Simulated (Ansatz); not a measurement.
A generator proposed this cell of In₃GaP₄.

```
In Ga P
1.0
     5.59563    0.00000    0.00000
     0.00000    5.59563    0.00000
     0.00000    0.00000    5.59563
In Ga P
3 1 4
Direct
  0.50000 0.00000 0.50000
  0.50000 0.50000 0.00000
  0.00000 0.50000 0.50000
  0.00000 0.00000 0.00000
  0.00000 0.50000 0.00000
  0.50000 0.50000 0.50000
  0.00000 0.00000 0.50000
  0.50000 0.00000 0.00000
```

These are results of DFT PBE, scalar-relativistic, plane waves, PAW in Ansatz 0.2.0, not measurements. Cutoff 420 eV; k points 4×4×4 on the computed 8-atom cell (Γ-centred); Gaussian smearing, width 0.10 eV; no spin polarisation.

Formation energies are uncorrected and refer to the elements' standard structures at the same level. The references include black phosphorus.

Question: How far from equilibrium is it?

Answer: The pressure is -4.5 GPa (it wants to contract), the largest force is 0.00 eV/Å (symmetry fixes the atoms), and the energy is +0.08 eV/atom against the elements. The shortest distance is 2.80 Å.

Question: Is it a good guess?

Answer: A good one: relaxing gains under 0.1 eV/atom (the start's value is from the coarse mesh, so the gain is rough) in 9 ionic steps and ends at +0.03 eV/atom on the finer mesh. The symmetry stays Pm-3m (No. 221). The volume per atom shrinks by 7.0 %, from 21.9 to 20.4 Å³. The shortest distance goes from 2.80 Å (Ga–P and In–P) to 2.73 Å (Ga–P and In–P). Conventional cell: a = 5.461 Å. In is surrounded by 6 P at 2.73 Å; around Ga lie 6 P at 2.73 Å; P on a site of symmetry 4/mmm has 2 Ga at 2.73 Å and 4 In at 2.73 Å; 1 more site not described.

The last run used an 8×8×8 mesh for its 8-atom cell and Gaussian smearing of 0.10 eV. The k mesh leaves some 4 meV/atom of noise in the energy of each metallic cell. The reference form of P is held partly by dispersion forces, which this level lacks. The relaxation can't lower the symmetry of the start, and the grade says only how near the guess is to its own end. A structure relaxed within its symmetry needn't be a true minimum. Another cell of In3GaP4 relaxed alike, in P-43m, lies 0.31 eV/atom lower, so this cell isn't the stable form at this level.
